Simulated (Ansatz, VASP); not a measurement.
# One calculation of CuI (Marshite), two programs

```
Cu I
1.0
     2.76953    2.76953    0.00000
    -2.76953    2.76953    0.00000
     0.00000    2.76953    2.76953
Cu I
1 1
Direct
  0.75000 0.25000 0.50000
  0.00000 0.00000 0.00000
```

Alike in both runs: task single point; functional LDA; k mesh 6 × 6 × 6; no spin polarisation.

|  | VASP | Ansatz |
| --- | --- | --- |
| version | VASP 6.6.1 | Ansatz 0.2.0 |
| potentials or method | VASP PAW LDA potentials, release 64 (Cu, I), cutoff 520 eV | all-electron LAPW, scalar-relativistic |
| occupations | gaussian, width 0.01 eV | fixed |

Ansatz gave:

| Quantity | Value |
| --- | --- |
| gap on the k mesh at the Fermi level (eV) | 1.80 |
| pressure (GPa) | 15.0 |

Estimate VASP's values.

gap on the k mesh at the Fermi level (eV): 1.88; pressure (GPa): 15.4.

Ansatz ran all-electron here, so the differences hold the error of VASP's frozen core and of both bases.

Caveats: so large a pressure means that the cell lies far from this level's equilibrium, or that cutoff or potentials fall short (VASP); spin-orbit coupling is left out, which moves the levels of the heavy elements. As with any semilocal functional, this LDA gap is likely too small. A k mesh can miss the band edges.
